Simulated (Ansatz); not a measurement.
**NbP under changes of volume**

One of the cells (16.103 Å³/atom); the others are scaled copies at fixed shape and fractional positions:

```
Nb P
1.0
    -1.67492    1.67492    5.74011
     1.67492   -1.67492    5.74011
     1.67492    1.67492   -5.74011
Nb P
2 2
Cartesian
  1.6749 0.0000 2.8687
  0.0000 0.0000 5.7387
  0.0000 1.6749 3.8200
  0.0000 0.0000 0.9500
```

The cell is a database's computed one.

| Property | Result |
| --- | --- |
| Program | Ansatz 0.2.0 |
| Functional | PBE |
| Potentials or basis | all-electron LAPW, scalar-relativistic |
| Cutoff | 226 eV (chosen from the basis error) |
| Basis error allowed | 0.001 eV/atom |
| k mesh | 11 × 11 × 11 |
| Occupations | fermi-dirac, width 0.05 eV |
| Spin | no spin polarisation |

```csv
volume (Å³/atom),energy over the lowest point (meV/atom),pressure (GPa),largest force (eV/Å)
15.137,?,?,?
15.459,11.64,7.2,0.031
15.781,1.68,2.8,0.023
16.103,0.00,-1.1,0.016
16.425,5.77,-4.6,0.009
16.747,18.23,-7.7,0.003
17.069,36.70,-10.6,0.002
```

Question: What does the run at 15.137 Å³/atom give?

Answer: Energy over the lowest point 30.81 meV/atom; pressure 12.0 GPa; largest force 0.040 eV/Å.

Worked out: A Birch-Murnaghan fit of order 3 (a polynomial in V^(-2/3)) to the other rows has its minimum at 16.01 Å³/atom with B0 = V·E''(V) = 190 GPa and B' = 4.3 at fixed shape and positions, which overstates the stiffness. It gives 30.83 meV/atom at 15.137 Å³/atom, against the run's 30.81, and -dE/dV = 12.0 GPa, against 12.0.

Energies are extrapolated to zero smearing.
